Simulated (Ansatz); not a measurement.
Take CoPt (space group P4/mmm, No. 123; ferromagnetic; relaxed with 0.1 eV smearing) as the base.

```
CoPt
1.0
    2.69705     0.00000     0.00000
    0.00000     2.69705     0.00000
    0.00000     0.00000     3.72235
Co Pt
1 1
Direct
  0.50000   0.50000   0.50000
  0.00000   0.00000   0.00000
```

Cartesian axes are those of the cell as printed.

Level of theory: Kohn–Sham DFT with the PBE functional, run in Ansatz (a first-principles code) with PAW and 420 eV plane waves, no spin-orbit coupling.

It is then changed as follows: a pure shear with ε_xz = ε_zx = 0.0105, atoms relaxed at fixed cell.

Q: Predict the stress tensor and what it implies for the stiffness.

A: Stress of the strained cell less that of the base (GPa, compression positive):
```
    0.1     0.0    -2.7
    0.0     0.1     0.0
   -2.7     0.0     0.2
```

Then −Δσ/γ with γ = 2ε = 0.0210 gives relaxed-ion elastic constants: C55 ≈ 129 GPa.

Other magnetic orders, which the real material may have, were not ruled out. No phonon test of stability was made.
